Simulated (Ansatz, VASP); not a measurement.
# Two plane-wave programs on W

```
W
1.0
    -1.57974    1.57974    1.57974
     1.57974   -1.57974    1.57974
     1.57974    1.57974   -1.57974
W
1
Cartesian
  0.0000 0.0000 0.0000
```

Alike in both runs: functional PBE; dispersion D3(BJ); k mesh 18 × 18 × 18; occupations gaussian, width 0.1 eV; no spin polarisation.

Ansatz relaxed the structure, and its values are those at the end. VASP's run is a single point on that final structure, the one shown.

|  | VASP | Ansatz |
| --- | --- | --- |
| version | VASP 6.6.1 | Ansatz 0.2.0 |
| potentials or method | VASP PAW PBE potentials, release 64 (W_sv) | scalar-relativistic, plane waves, PAW |
| plane-wave cutoff (eV) | 520 | 420 |
| valence electrons in the cell | 14 | 14 |

VASP gave:

| Property | Result |
| --- | --- |
| gap on the k mesh at the Fermi level (eV) | none |
| pressure (GPa) | 0.5 |

Problem. Estimate Ansatz's values.

Solution. gap on the k mesh at the Fermi level (eV): none; pressure (GPa): 0.0.

A gap of «none» marks a metal or a gap that the smearing closes.

Caveats: pairwise dispersion overbinds metals, which lowers pressure and volume. Spin-orbit coupling is left out, which matters for the levels of W.
